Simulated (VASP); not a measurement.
TePb, 2 atoms in the cell. It takes space group Fm-3m (No. 225, cubic). Conventional cell: a = 6.568 Å, b = 6.568 Å, c = 6.568 Å, α = 90.00°, β = 90.00°, γ = 90.00°. Around Te (site symmetry m-3m) lie 6 Pb at 3.28 Å. Pb (site symmetry m-3m) has 6 Te at 3.28 Å as nearest neighbours. 

- Program: VASP 6.6.1
- Task: relaxation of cell and atoms
- Functional: PBE
- Potentials or basis: VASP PAW PBE potentials, release 64 (Te, Pb_d)
- Cutoff: 600 eV
- k mesh: 8 × 8 × 8
- Occupations: gaussian, width 0.03 eV
- Spin: no spin polarisation
- Further INCAR settings: ALGO = Normal; EDIFF = 1e-07; IBRION = 2; EDIFFG = -0.005; NSW = 90; ISIF = 3

Potentials or basis: VASP PAW PBE potentials, release 64 (Te, Pb_d).

Launch:

```bash
$ cat potpaw_PBE.64/Te/POTCAR potpaw_PBE.64/Pb_d/POTCAR > POTCAR
$ mpirun -np 1 vasp_std > vasp.out
```

Hardware: 1 thread of Intel(R) Xeon(R) Platinum 8259CL CPU @ 2.50GHz (Skylake/Cascade Lake), on a shared host.

How long does it take, and how much memory?

Wall time 46 s on 1 thread of Intel(R) Xeon(R) Platinum 8259CL CPU @ 2.50GHz (Skylake/Cascade Lake) (shared host), peak memory 0.25 GiB. Counts: scf iterations 14, k points 29, ion steps 1.
